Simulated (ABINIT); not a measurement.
# GaN (F-43m) in ABINIT: a series of runs, part 2 of 2

ABINIT 10.8.3 (patched build).

## 4. Single point, PBEsol

run.abi reads:

```
pp_dirpath "./"
pseudos "Ga.GGA_PBE-JTH.xml, N.GGA_PBE-JTH.xml"

acell 6.0224269985 6.0224269985 6.0224269985
rprim
     0.0000000000     0.7071067812     0.7071067812
     0.7071067812     0.0000000000     0.7071067812
     0.7071067812     0.7071067812     0.0000000000
ntypat 2
znucl 31 7
natom 2
typat 1 2
xred
     0.0000000000     0.0000000000     0.0000000000
     0.2500000000     0.2500000000     0.2500000000

ecut 25.0
pawecutdg 47.0

kptopt 1
ngkpt 4 4 4
nshiftk 1
shiftk 0.0 0.0 0.0

ixc -116133

nband 13
occopt 3
tsmear 0.00183747

nstep 100
tolvrs 1.0e-9

iomode 3
prtwf 0
prtden 0
prteig 0
prtebands 0
enunit 1
```

Potentials or basis: JTH PAW PBE v2.0.

The run is started by

```bash
$ abinit run.abi > log 2>&1
```

run.abo:

```text
.Version 10.8.3 of ABINIT
 Symmetries : space group F-4 3 m (#216); Bravais cF (face-center cubic)
================================================================================
 Values of the parameters that define the memory need of the present run
     intxc =       0    ionmov =       0      iscf =      17    lmnmax =      18
     lnmax =       6     mgfft =      30  mpssoang =       3    mqgrid =    3001
     natom =       2  nloc_mem =       2    nspden =       1   nspinor =       1
    nsppol =       1      nsym =      24    n1xccc =       1    ntypat =       2
    occopt =       3   xclevel =       2
       mpw =         932          nfft =       27000          nkpt =           8
 PAW method is used; the additional fine FFT grid is defined by:
   mgfftf=        40    nfftf =     64000
================================================================================
================================================================================

--------------------------------------------------------------------------------
------------- Echo of variables that govern the present computation ------------
--------------------------------------------------------------------------------
 -outvars: echo values of preprocessed input variables --------
            acell      6.0224269985E+00  6.0224269985E+00  6.0224269985E+00 Bohr
              amu      6.97230000E+01  1.40067400E+01
             ecut      2.50000000E+01 Hartree
           enunit           1
              ixc     -116133
         kptrlatt        4    0    0      0    4    0      0    0    4
          kptrlen      2.40897080E+01
            natom           2
            nband          13
            ngfft          30      30      30
          ngfftdg          40      40      40
             nkpt           8
            nstep         100
             nsym          24
           ntypat           2
           occopt           3
        pawecutdg      4.70000000E+01 Hartree
         pawxcdev           0
           prtden           0
        prtebands           0
           prteig           0
            prtwf           0
            rprim      0.0000000000E+00  7.0710678120E-01  7.0710678120E-01
                       7.0710678120E-01  0.0000000000E+00  7.0710678120E-01
                       7.0710678120E-01  7.0710678120E-01  0.0000000000E+00
          spgroup         216
           tolvrs      1.00000000E-09
           tsmear      1.83747000E-03 Hartree
            typat      1  2
           useylm           1
           xangst      0.0000000000E+00  0.0000000000E+00  0.0000000000E+00
                       1.1267503030E+00  1.1267503030E+00  1.1267503030E+00
            xcart      0.0000000000E+00  0.0000000000E+00  0.0000000000E+00
                       2.1292494850E+00  2.1292494850E+00  2.1292494850E+00
             xred      0.0000000000E+00  0.0000000000E+00  0.0000000000E+00
                       2.5000000000E-01  2.5000000000E-01  2.5000000000E-01
            znucl       31.00000    7.00000

================================================================================

 chkinp: Checking input parameters for consistency.

================================================================================
== DATASET  1 ==================================================================

--- !DatasetInfo
iteration_state: {dtset: 1, }
dimensions: {natom: 2, nkpt: 8, mband: 13, nsppol: 1, nspinor: 1, nspden: 1, mpw: 932, }
cutoff_energies: {ecut:  25.0, pawecutdg:  47.0, }
electrons: {nelect:   1.80000000E+01, charge:   0.00000000E+00, occopt:   3.00000000E+00, tsmear:   1.83747000E-03, }
meta: {optdriver: 0, ionmov: 0, optcell: 0, iscf: 17, paral_kgb: 0, }
...

 Real(R)+Recip(G) space primitive vectors, cartesian coordinates (Bohr,Bohr^-1):
 R(1)=  0.0000000  4.2584990  4.2584990  G(1)= -0.1174123  0.1174123  0.1174123
 R(2)=  4.2584990  0.0000000  4.2584990  G(2)=  0.1174123 -0.1174123  0.1174123
[... 88 lines left out ...]
pressure_GPa:  -7.6436E-01
xred      :
- [  0.0000E+00,   0.0000E+00,   0.0000E+00, Ga]
- [  2.5000E-01,   2.5000E-01,   2.5000E-01,  N]
cartesian_forces: # hartree/bohr
- [ -0.00000000E+00,  -0.00000000E+00,  -0.00000000E+00, ]
- [ -0.00000000E+00,  -0.00000000E+00,  -0.00000000E+00, ]
force_length_stats: {min:   0.00000000E+00, max:   0.00000000E+00, mean:   0.00000000E+00, }
...

 Integrated electronic density in atomic spheres:
 ------------------------------------------------
 Atom  Sphere_radius  Integrated_density
    1        2.10359         11.18777297
    2        1.20497          2.55864158

================================================================================

 ----iterations are completed or convergence reached----

 Mean square residual over all n,k,spin=   19.361E-12; max=  13.548E-10
 reduced coordinates (array xred) for    2 atoms
       0.000000000000      0.000000000000      0.000000000000
       0.250000000000      0.250000000000      0.250000000000
 rms dE/dt=  0.0000E+00; max dE/dt=  0.0000E+00; dE/dt below (all hartree)
    1       0.000000000000      0.000000000000      0.000000000000
    2       0.000000000000      0.000000000000      0.000000000000

 cartesian coordinates (angstrom) at end:
    1      0.00000000000000     0.00000000000000     0.00000000000000
    2      1.12675030300373     1.12675030300373     1.12675030300373

 cartesian forces (hartree/bohr) at end:
    1     -0.00000000000000    -0.00000000000000    -0.00000000000000
    2     -0.00000000000000    -0.00000000000000    -0.00000000000000
 frms,max,avg= 0.0000000E+00 0.0000000E+00   0.000E+00  0.000E+00  0.000E+00 h/b

 cartesian forces (eV/Angstrom) at end:
    1     -0.00000000000000    -0.00000000000000    -0.00000000000000
    2     -0.00000000000000    -0.00000000000000    -0.00000000000000
 frms,max,avg= 0.0000000E+00 0.0000000E+00   0.000E+00  0.000E+00  0.000E+00 e/A
 length scales=  6.022426998500  6.022426998500  6.022426998500 bohr
              =  3.186931119771  3.186931119771  3.186931119771 angstroms
 Fermi (or HOMO) energy (eV) =   6.51740   Average Vxc (eV)= -10.93588
 Eigenvalues (   eV  ) for nkpt=   8  k points:
 kpt#   1, nband= 13, wtk=  0.01563, kpt=  0.0000  0.0000  0.0000 (reduced coord)
 -10.28197   -7.79134   -7.79134   -7.79134   -7.47260   -7.47260    5.67028    5.67028
   5.67028    7.30958   15.81116   15.81116   15.81116
 prteigrs : prtvol=0 or 1, do not print more k-points.

--- !EnergyTerms
iteration_state     : {dtset: 1, }
comment             : Components of total free energy in Hartree
kinetic             :  1.08844108452830E+01
hartree             :  2.33498527427086E+01
xc                  : -4.29340027218991E+00
Ewald energy        : -5.83371585563683E+01
psp_core            :  3.11292356461323E+00
local_psp           : -6.48787954340952E+01
PAW spherical_terms :  1.07228281200898E+00
internal            : -8.90898842980395E+01
'-kT*entropy'       : -2.62866287606419E-10
total_energy        : -8.90898842983024E+01
total_energy_eV     : -2.42425925225086E+03
...

--- !EnergyTermsDC
iteration_state     : {dtset: 1, }
comment             : '"Double-counting" decomposition of free energy'
band_energy         : -2.83732890258156E+00
Ewald energy        : -5.83371585563683E+01
psp_core            :  3.11292356461323E+00
xc_dc               : -2.24085070043644E+01
PAW spherical_terms : -8.61981483597507E+00
internal            : -8.90898857346761E+01
'-kT*entropy'       : -2.62866287606419E-10
total_energy_dc     : -8.90898857349390E+01
total_energy_dc_eV  : -2.42425929134374E+03
...

--- !EnergyTermsWithPAWCore
iteration_state     : {dtset: 1, }
comment             : 'Components of total free energy, including PAW core contributions'
Total energy        : -1.99717909998415E+03
Total energy DC     : -1.99717910142079E+03
Total energy (eV)   : -5.43460118920694E+04
Total energy DC (eV): -5.43460119311623E+04
...

 Cartesian components of stress tensor (hartree/bohr^3)
  sigma(1 1)=  2.59801471E-05  sigma(3 2)=  0.00000000E+00
  sigma(2 2)=  2.59801471E-05  sigma(3 1)=  0.00000000E+00
  sigma(3 3)=  2.59801471E-05  sigma(2 1)=  0.00000000E+00

-Cartesian components of stress tensor (GPa)         [Pressure= -7.6436E-01 GPa]
- sigma(1 1)=  7.64362317E-01  sigma(3 2)=  0.00000000E+00
- sigma(2 2)=  7.64362317E-01  sigma(3 1)=  0.00000000E+00
- sigma(3 3)=  7.64362317E-01  sigma(2 1)=  0.00000000E+00

== END DATASET(S) ==============================================================
================================================================================

 -outvars: echo values of variables after computation  --------
            acell      6.0224269985E+00  6.0224269985E+00  6.0224269985E+00 Bohr
           etotal     -8.9089885735E+01
            fcart     -0.0000000000E+00 -0.0000000000E+00 -0.0000000000E+00
                      -0.0000000000E+00 -0.0000000000E+00 -0.0000000000E+00
            rprim      0.0000000000E+00  7.0710678120E-01  7.0710678120E-01
                       7.0710678120E-01  0.0000000000E+00  7.0710678120E-01
                       7.0710678120E-01  7.0710678120E-01  0.0000000000E+00
           strten      2.5980147107E-05  2.5980147107E-05  2.5980147107E-05
                       0.0000000000E+00  0.0000000000E+00  0.0000000000E+00
           xangst      0.0000000000E+00  0.0000000000E+00  0.0000000000E+00
                       1.1267503030E+00  1.1267503030E+00  1.1267503030E+00
             xred      0.0000000000E+00  0.0000000000E+00  0.0000000000E+00
                       2.5000000000E-01  2.5000000000E-01  2.5000000000E-01
 Calculation completed.
```

It took 8.7 s on 1 thread of Arm Neoverse V2, shared host; peak memory 0.11 GiB.

Results:

| Property | Result |
| --- | --- |
| Free energy | -2424.2593 eV |
| Band gap on the k mesh | 1.64 eV, direct |
| Valence electrons inside the program's atomic spheres | Ga 11.19; N 2.56 |

Caveat: the k mesh is coarse (spacing up to 0.60 Å⁻¹), so the values aren't converged; the cutoff is too short for stress, so the log's stress isn't used; the PAW data sets were made with another functional, which shifts forces and pressure a little. As with any semilocal functional, this PBEsol gap is likely too small.

## 5. Single point, LDA

Changes to run.abi since step 4:

```diff
@@ -1,4 +1,6 @@
+# Pseudopotentials
 pp_dirpath "./"
-pseudos "Ga.GGA_PBE-JTH.xml, N.GGA_PBE-JTH.xml"
+pseudos "Ga.LDA_PW-JTH.xml, N.LDA_PW-JTH.xml"
 
+# Structure
 acell 6.0224269985 6.0224269985 6.0224269985
@@ -16,2 +18,3 @@
 
+# Plane-wave basis
 ecut 25.0
@@ -19,2 +22,3 @@
 
+# k points
 kptopt 1
@@ -24,8 +28,11 @@
 
-ixc -116133
+# Exchange and correlation
+ixc 7
 
+# Bands and occupations
 nband 13
 occopt 3
-tsmear 0.00183747
+tsmear 0.05 eV
 
+# SCF cycle
 nstep 100
@@ -33,7 +40,10 @@
 
+# Output
 iomode 3
 prtwf 0
-prtden 0
 prteig 0
 prtebands 0
-enunit 1
+prtden 1
+prtvha 1
+prtvclmb 1
+prtpot 1
```

Potentials or basis: JTH PAW LDA v2.0.

The run is started by

```bash
$ abinit run.abi > log 2>&1
```

Wall time 3.5 s (1 thread of Arm Neoverse V2, shared host); peak memory 0.11 GiB.

Results (log left out):

```yaml
Free_energy: -2432.0812 eV
Band_gap_on_the_k_mesh: 1.70 eV, direct
Valence_electrons_inside_the_program's_atomic_spheres: Ga 11.20; N 2.56
```

Levels at points of the mesh, in eV from the valence-band top:
| k point | band 5 | band 6 | band 7 | band 8 | band 9 | band 10 | band 11 | band 12 | band 13 |
| --- | --- | --- | --- | --- | --- | --- | --- | --- | --- |
| (0.00, 0.00, 0.00) | -13.27 | -13.27 | 0.00 | 0.00 | 0.00 | 1.70 | 10.06 | 10.06 | 10.06 |
| (0.50, 0.00, 0.00) | -13.22 | -11.87 | -7.15 | -0.99 | -0.99 | 4.49 | 8.58 | 10.15 | 10.15 |
| (0.50, 0.50, 0.00) | -13.19 | -11.39 | -6.24 | -2.75 | -2.75 | 3.21 | 6.43 | 11.48 | 13.72 |

Caveat: the k mesh is coarse (spacing up to 0.60 Å⁻¹), so the values aren't converged; the cutoff is too short for stress, so the log's stress isn't used.

## 6. The runs side by side

```tsv
level	potentials or basis	k mesh	mesh quality	gap on the mesh (eV)
LDA	JTH PAW LDA v2.0	8 × 8 × 8	not flagged	1.73
PBEsol	JTH PAW PBE v2.0	6 × 6 × 6	not flagged	1.66
PBEsol	JTH PAW PBE v2.0	4 × 4 × 4	coarse	1.64
LDA	JTH PAW LDA v2.0	4 × 4 × 4	coarse	1.70
```

Alike in all rows: task single point; no spin polarisation; cell as given; cutoff (eV) 680; smearing fermi-dirac 0.05 eV.

Caveats: some runs use coarse meshes; the PAW data sets were made with another functional, which shifts forces and pressure a little (some runs).

Total energies depend on the potentials used, so only differences within one code and one set of settings carry meaning.

## 7. How close it comes

Step 2. Against the measured gap of GaN, 3.299 eV (direct; 0 K; a printed reference work, textbook), the calculated 1.73 eV is off by -1.57 eV. Spin-orbit coupling on Ga is left out. The value is that of LDA, without temperature or zero-point motion. Semilocal functionals fall short of measured gaps as a rule. The cell is a database's relaxed one, not the measured one, which moves gaps too.

Step 3. Measured gap of GaN: 3.299 eV (direct; 0 K; a printed reference work, textbook). This calculation gives 1.66 eV (-1.64 eV). Spin-orbit coupling on Ga is left out. The value is that of PBEsol, without temperature or zero-point motion. Semilocal functionals fall short of measured gaps as a rule. The cell is a database's relaxed one, not the measured one, which moves gaps too.
